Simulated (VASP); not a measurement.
**Os: single point with r2SCAN**

Crystal: Os.

```xyz
1
Lattice="-1.5665 1.5665 1.5665 1.5665 -1.5665 1.5665 1.5665 1.5665 -1.5665" Properties=species:S:1:pos:R:3 pbc="T T T"
Os    0.0000    0.0000    0.0000
```

The cell was built by a generator and needn't be a form met in nature.

* Program: VASP 6.6.1
* Task: single point
* Functional: r2SCAN
* Potentials or basis: VASP PAW PBE potentials, release 64 (Os)
* Cutoff: 520 eV
* k mesh: 15 × 15 × 15
* Occupations: fermi-dirac, width 0.0295 eV
* Spin: no spin polarisation
* Dipole correction: no
* Further INCAR settings: ALGO = Normal; EDIFF = 1e-07; NBANDS = 10

| Property | Result |
| --- | --- |
| Pressure | -19.6 GPa |
| Band gap on the k mesh | none (metal or under the smearing width) |

Levels at points of the mesh, in eV from the Fermi level:
| k point | band 2 | band 3 | band 4 | band 5 | band 6 | band 7 |
| --- | --- | --- | --- | --- | --- | --- |
| (0.00, 0.00, 0.00) | -3.29 | -3.29 | -3.29 | -0.04 | -0.04 | 16.96 |

It took 77 s on 1 thread of AMD EPYC 7R43 64-Core Processor (Zen 3), with other jobs on the host, peak memory 0.1 GiB.

Caveat: so large a pressure means that the cell lies far from this level's equilibrium, or that cutoff or potentials fall short; the potentials were made for another functional, which shifts forces and pressure. Spin-orbit coupling is left out, which matters for the levels of Os.
